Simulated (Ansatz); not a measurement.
## Relaxation path: Te (simple hexagonal type)

DFT, PBE, PAW with Ansatz's default frozen-core files, scalar-relativistic (Ansatz 0.2.0); a Γ-centred 15×15×13 k mesh, Fermi–Dirac smearing of 0.1 eV, no spin polarisation. The run relaxes shape and atoms at held volume.

Command: `ansatz run input.yaml --threads 1 --pin off --max-ram 2048MiB --backend cpu --events-out ev --progress --plain --runs-dir out` It took 11 s on 1 thread of Intel(R) Xeon(R) Platinum 8488C (Sapphire Rapids) (shared host), peak memory 0.38 GiB.

PAW: frozen-core files, cutoff 420 eV; forces are relaxed below 0.005 eV/Å.

Each step lists its free energy a cell above the last geometry, the pressure, the cell vectors (Å), and Cartesian positions (Å) with forces (eV/Å).

The first step:

```
step 1  dF = 4.00 meV  P = 82.0 GPa
  cell 2.8574 0.0000 0.0000  -1.4287 2.4746 0.0000  0.0000 0.0000 2.6408
  Te 0.0000 0.0000 0.0000   0.0000 0.0000 0.0000
```

Spin–orbit coupling is left out, which matters for the heavy atoms.

Problem. Where does the relaxation end, and by which steps?

Solution. After 4 geometries, with conventional a, b, c = 2.845, 2.845, 2.664 Å, at 18.673 Å³/atom and 81.9 GPa in space group P6/mmm, with a shortest distance of 2.664 Å. The further steps:
```
step 2  dF = 9.66 meV  P = 82.4 GPa  (not accepted)
  cell 2.8228 0.0000 0.0000  -1.4114 2.4446 0.0000  0.0000 0.0000 2.7060
  Te 0.0000 0.0000 0.0000   0.0000 0.0000 0.0000
step 3  dF = 0.18 meV  P = 82.0 GPa
  cell 2.8420 0.0000 0.0000  -1.4210 2.4612 0.0000  0.0000 0.0000 2.6695
  Te 0.0000 0.0000 0.0000   0.0000 0.0000 0.0000
step 4  dF = 0.00 meV  P = 81.9 GPa
  cell 2.8448 0.0000 0.0000  -1.4224 2.4637 0.0000  0.0000 0.0000 2.6643
  Te 0.0000 0.0000 0.0000   0.0000 0.0000 0.0000
step 5  dF = 0.00 meV  P = 81.9 GPa  (same geometry on a basis chosen anew; earlier energies don't compare to the last digit)
  cell 2.8448 0.0000 0.0000  -1.4224 2.4637 0.0000  0.0000 0.0000 2.6643
  Te 0.0000 0.0000 0.0000   0.0000 0.0000 0.0000
```
